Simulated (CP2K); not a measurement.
Ag:

```
CELL_PARAMETERS angstrom
2.88888 0.00000 0.00000
1.44444 2.50185 0.00000
1.44444 0.83395 2.35876
ATOMIC_POSITIONS crystal
Ag 0.00000 0.00000 0.00000
```

Base run:

| Quantity | Value |
| --- | --- |
| Program | CP2K 2026.2 |
| Functional | PBE |
| Potentials or basis | GTH_POTENTIALS Ag GTH-BLYP-q11; DZVP-MOLOPT-SR-GTH basis |
| Density cutoff | 6123 eV |
| k mesh | 11 × 11 × 11 |
| Occupations | fermi-dirac, width 0.05 eV |
| Spin | no spin polarisation |

Its results: band gap on the k mesh none (metal or under the smearing width); pressure 3.5 GPa.

**Question.** After a change of settings the same cell gave: band gap on the k mesh none (metal or under the smearing width); pressure 8.0 GPa. Which change was it?
A. potentials or basis from GTH_POTENTIALS Ag GTH-BLYP-q11; DZVP-MOLOPT-SR-GTH basis to GTH_POTENTIALS Ag GTH-PADE-q11; DZVP-MOLOPT-SR-GTH basis; potentials from Ag GTH-BLYP-q11 of GTH_POTENTIALS to Ag GTH-PADE-q11 of GTH_POTENTIALS
B. potentials or basis from GTH_POTENTIALS Ag GTH-BLYP-q11; DZVP-MOLOPT-SR-GTH basis to POTENTIAL_UZH Ag GTH-PBE0-q11; DZVP-MOLOPT-SR-GTH basis; potentials from Ag GTH-BLYP-q11 of GTH_POTENTIALS to Ag GTH-PBE0-q11 of POTENTIAL_UZH
C. potentials or basis from GTH_POTENTIALS Ag GTH-BLYP-q11; DZVP-MOLOPT-SR-GTH basis to GTH_POTENTIALS Ag GTH-PBE-q11; DZVP-MOLOPT-SR-GTH basis; potentials from Ag GTH-BLYP-q11 of GTH_POTENTIALS to Ag GTH-PBE-q11 of GTH_POTENTIALS
D. potentials or basis from GTH_POTENTIALS Ag GTH-BLYP-q11; DZVP-MOLOPT-SR-GTH basis to POTENTIAL_UZH Ag GTH-SCAN-q11; DZVP-MOLOPT-SR-GTH basis; potentials from Ag GTH-BLYP-q11 of GTH_POTENTIALS to Ag GTH-SCAN-q11 of POTENTIAL_UZH

**Answer.** B.

Caveats: the basis of atomic orbitals isn't converged, which shifts pressures, moduli and gaps; the potentials were made for another functional, which shifts forces and pressure (some runs).
